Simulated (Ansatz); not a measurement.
# Calculated coordination and ⁴⁹Ti quadrupole coupling for Ti3O5

Cell: a Materials Project structure (computed, not necessarily an observed phase).

```cif
data_Ti3O5
_symmetry_space_group_name_H-M 'Cmcm'
_symmetry_Int_Tables_number 63
_cell_length_a 3.7715
_cell_length_b 9.8281
_cell_length_c 10.0115
_cell_angle_alpha 90.000
_cell_angle_beta 90.000
_cell_angle_gamma 90.000
loop_
_atom_site_label
_atom_site_type_symbol
_atom_site_symmetry_multiplicity
_atom_site_Wyckoff_symbol
_atom_site_fract_x
_atom_site_fract_y
_atom_site_fract_z
Ti1 Ti 4 c 0.5000 0.8006 0.2500
Ti3 Ti 8 f 0.5000 0.1302 0.0581
O7 O 4 c 0.5000 0.7709 0.7500
O9 O 8 f 0.5000 0.0521 0.8774
O13 O 8 f 0.5000 0.6827 0.4322
```

One atom of each set is listed; the run and its k-mesh use a cell of 16 atoms with edges of 5.26, 5.26, 10.01 Å.

Method: Kohn–Sham DFT in Ansatz, r2SCAN, plane waves and PAW (field gradients read without the response of the frozen cores, which leaves them typically 4 to 6 % off), scalar-relativistic, 500 eV cutoff, Γ-centred 9×9×4 k-points, Fermi–Dirac smearing 0.05 eV.

Q(⁴⁹Ti) = 247.0 mb.

Task: Rank these Ti sites by |C_Q|, smallest first.
A. Ti1: 6 O at 1.93–2.16 Å
B. Ti3: 6 O at 1.90–2.23 Å

Result: B (4.52 MHz, η = 0.44), A (6.92 MHz, η = 0.35).

The largest force is 0.3 eV/Å, so the atoms aren't at the calculated equilibrium and relaxing them would move these values. The run finds no gap above 0.1 eV (a metal, or nearly one), so the gradients can move by 10 % or more with the k-mesh. Semilocal functionals can leave a metal where correlation in the d or f shell opens a gap in the real compound, and that would change the values at and beside Ti.
